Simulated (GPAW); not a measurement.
The system is WS2 (Tungstenite).

```
W S
1.0
     3.18000    0.00000    0.00000
    -1.59000    2.75396    0.00000
     0.00000    0.00000   12.50000
W S
2 4
Cartesian
  1.5900 0.9180 9.3750
  0.0000 1.8360 3.1250
  1.5900 0.9180 4.6875
  0.0000 1.8360 10.9375
  1.5900 0.9180 1.5625
  0.0000 1.8360 7.8125
```

Base run:

| Property | Result |
| --- | --- |
| Program | GPAW 26.7.0 |
| Functional | PBE |
| Potentials or basis | GPAW PAW data sets (gpaw-data 1.2.1) |
| Cutoff | 500 eV |
| Basis | pw |
| k mesh | 8 × 8 × 2 |
| Occupations | fermi-dirac, width 0.001 eV |
| Spin | no spin polarisation |
| Hubbard terms | W d U = 6.0 eV |

Its results: band gap on the k mesh 1.31 eV, indirect (least direct gap 1.61 eV).

Problem. The run is repeated on the same cell with these changes: occupations from fermi-dirac, width 0.001 eV to fermi-dirac, width 0.05 eV; hubbard terms from W d U = 6.0 eV to none. What comes out?

Solution. Band gap on the k mesh 1.19 eV, indirect (least direct gap 2.18 eV).

Caveats: spin-orbit coupling is left out, which moves the levels of the heavy elements; the long-wavelength limit can be off by several per cent where d states take part (some runs); response on these states lacks terms of the Hamiltonian (some runs); an odd mesh through Γ misses points on the zone boundary, where band edges often lie (some runs).
